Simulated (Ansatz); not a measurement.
**Li5NbO5: pressure against volume**

Li5NbO5, C2/m, a = 9.672 Å, b = 4.010 Å, c = 5.788 Å, β = 108.8°. The structure is a Materials Project entry; whether it is the stable form wasn't checked. Ansatz: r2SCAN, PAW, 500 eV, Γ-centred 6×6×4 mesh on 11 atoms, Gaussian smearing 0.02 eV; no spin polarisation. Shape and atoms are relaxed at each volume; pressure is positive in compression.

```
V (Å³/atom) P (GPa)
      9.081     7.32
      9.371     3.39
      9.661     0.02
      9.950    -2.94
     10.240        ?
```

Problem. Take V0 = 9.661 Å³/atom, count pressures from its P0 = 0.02 GPa, fit the third-order Birch–Murnaghan form to the other rows, and predict the missing pressure.

Solution. With the Eulerian strain f = ½[(V0/V)^(2/3) − 1] and y = (P − P0)/[3f(1 + 2f)^(5/2)], the form is the line y = B0 + 1.5 B0 (B0′ − 4) f. Rows (f, y): 0.02107, 104.2; 0.01026, 104.1; -0.00973, 106.5. Means f = 0.007200, y = 104.93; Σ(Δf)² = 0.0004884, ΣΔfΔy = -0.03924; the slope is their ratio. y = 105.5 − 80.36 f GPa, so B0 = 105.5 GPa and B0′ = 4 + 2 × (-80.36)/(3 × 105.5) = 3.49. At V = 10.240, f = -0.01903, y = 107.03 and P = -5.53 GPa. The run gave -5.48 GPa, so the fit is 0.05 GPa too low, a small miss on the scale of the series. The form still works here, 33 % of the fitted range beyond its end.